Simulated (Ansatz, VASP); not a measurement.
SnSe: VASP beside Ansatz

```
Sn Se
1.0
     0.00000    3.08691    3.17721
     3.17721    0.00000    3.17721
     3.17721    3.08691    0.00000
Sn Se
1 1
Direct
  0.98339 0.01661 0.98339
  0.51661 0.48339 0.51661
```

Measurements of this composition are mostly on another form, of space group No. 62.

Alike in both runs: task single point; functional PBE; dispersion D3(BJ); k mesh 10 × 10 × 10; occupations gaussian, width 0.05 eV; no spin polarisation.

|  | VASP | Ansatz |
| --- | --- | --- |
| version | VASP 6.6.1 | Ansatz 0.2.0 |
| potentials or method | VASP PAW PBE potentials, release 64 (Sn_d, Se) | scalar-relativistic, plane waves, PAW |
| plane-wave cutoff (eV) | 520 | 420 |
| valence electrons in the cell | 20 | 30 |

Ansatz gave:

```
gap on the k mesh at the Fermi level (eV)       : 0.47
pressure (GPa)                                  : -3.8
largest component of the traceless stress (GPa) : 1.52
rms of the force components (eV/Å)              : 0.065
```

Question: Which values does VASP return?

Answer: gap on the k mesh at the Fermi level (eV): 0.48; pressure (GPa): -3.8; largest component of the traceless stress (GPa): 1.54; rms of the force components (eV/Å): 0.061.

Atom by atom the forces differ by 0.003 eV/Å (rms over components). The two sets of potentials don't hold the same shells in valence. Ansatz warned: «dispersion_switch_in_reach».

Caveats: spin-orbit coupling is left out, which moves the levels of the heavy elements.
